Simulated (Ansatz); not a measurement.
Input of an Ansatz 0.2.0 run:

Contents of input.yaml:

```yaml
crystal:
  lattice:
    - [6.33, 0.0, 0.0]
    - [0.0, 3.469, 0.0]
    - [-0.9467947088, 0.0, 13.8276237937]
  atoms:
    - { symbol: Te, position: [0.9437, 0.75, 0.6045] }
    - { symbol: Te, position: [0.0563, 0.25, 0.3955] }
    - { symbol: Te, position: [0.903, 0.25, 0.8514] }
    - { symbol: Te, position: [0.097, 0.75, 0.1486] }
    - { symbol: Te, position: [0.4112, 0.75, 0.8955] }
    - { symbol: Te, position: [0.5888, 0.25, 0.1045] }
    - { symbol: Te, position: [0.4432, 0.25, 0.6484] }
    - { symbol: Te, position: [0.5568, 0.75, 0.3516] }
    - { symbol: Mo, position: [0.8167, 0.75, 0.9926] }
    - { symbol: Mo, position: [0.1833, 0.25, 0.0074] }
    - { symbol: Mo, position: [0.6819, 0.25, 0.4934] }
    - { symbol: Mo, position: [0.3181, 0.75, 0.5066] }
hamiltonian:
  xc: blyp
  pseudopotentials: { kind: paw }
  dispersion: d3bj
kpoints:
  mp_grid: { grid: [4, 8, 2] }
scf:
  occupations: { method: fermi_dirac, width: 0.05 }
output:
  forces: true
  stress: true
relax:
  f_tol: 0.01
  max_steps: 40
  cell: { stress_tol: 0.05 }
```

Potentials or basis: Ansatz PAW.

Command:

```bash
$ ansatz run input.yaml --threads 4 --pin off --max-ram 11264MiB --backend cpu --events-out ev --progress --plain --runs-dir out
```

(1) Estimate the space group after relaxing (to 0.05 Å).

(2) Estimate the relaxed cell.

(3) Predict the relaxed volume.

## Answers

(1) P2_1/m (No. 11).

(2) a = 6.341 Å, b = 3.525 Å, c = 13.165 Å, α = 90.00°, β = 94.27°, γ = 90.00°.

(3) 24.45 Å³/atom.

Caveat: the PAW data sets come from PBE, with cores solved anew for the run's functional, which leaves a small shift of forces and pressure.
